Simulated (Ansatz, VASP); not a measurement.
**Two plane-wave programs on Pb**

File INCAR:

```
SYSTEM = Pb
PREC = Accurate
ENCUT = 520
EDIFF = 1E-6
ISMEAR = -1
SIGMA = 0.1
LREAL = .FALSE.
LASPH = .TRUE.
NELM = 80
ALGO = Normal
ISIF = 2
LWAVE = .FALSE.
LCHARG = .FALSE.
GGA = CA
NBANDS = 13
```

KPOINTS

```
regular mesh
0
G
  11 11 11
  0 0 0
```

Contents of POSCAR:

```
Pb
1.0
    3.0140219188      0.0000000000      0.0000000000
    0.0000000000      3.0140219188      0.0000000000
    0.0000000000      0.0000000000      3.0140219188
Pb
1
Direct
    0.0000000000      0.0000000000      0.0000000000
```

Input for Ansatz:

```yaml
crystal:
  lattice:
    - [3.0140219188, 0.0, 0.0]
    - [0.0, 3.0140219188, 0.0]
    - [0.0, 0.0, 3.0140219188]
  atoms:
    - { symbol: Pb, position: [0.0, 0.0, 0.0] }
hamiltonian:
  xc: lda
  pseudopotentials:
    kind: paw
    azcp:
      Pb: "pseudopotentials/Pb.paw.azcp"
basis:
  ecutwfc: 420
  fft_grid_basis: typed
kpoints:
  mp_grid: { grid: [11, 11, 11], shift: [0, 0, 0] }
magnetization:
  spin_polarized: false
scf:
  occupations: { method: fermi_dirac, width: 0.1 }
  lower_state_search: "off"
output:
  stress: true
```

Alike in both runs: task single point; functional LDA; k mesh 11 × 11 × 11; occupations fermi-dirac, width 0.1 eV; no spin polarisation.

|  | VASP | Ansatz |
| --- | --- | --- |
| version | VASP 6.6.1 | Ansatz 0.2.0 |
| potentials or method | VASP PAW LDA potentials, release 64 (Pb_d) | plane waves (420 eV) with PAW, scalar-relativistic |
| plane-wave cutoff (eV) | 520 | 420 |
| valence electrons in the cell | 14 | 14 |

VASP gave:

| Quantity | Value |
| --- | --- |
| pressure (GPa) | 8.8 |

Task: What did Ansatz give for the same quantities?

Result: Pressure (GPa): 8.6.

Ansatz warned: «pseudo_functional_mismatch».

Spin-orbit coupling is left out, which matters for the levels of Pb.
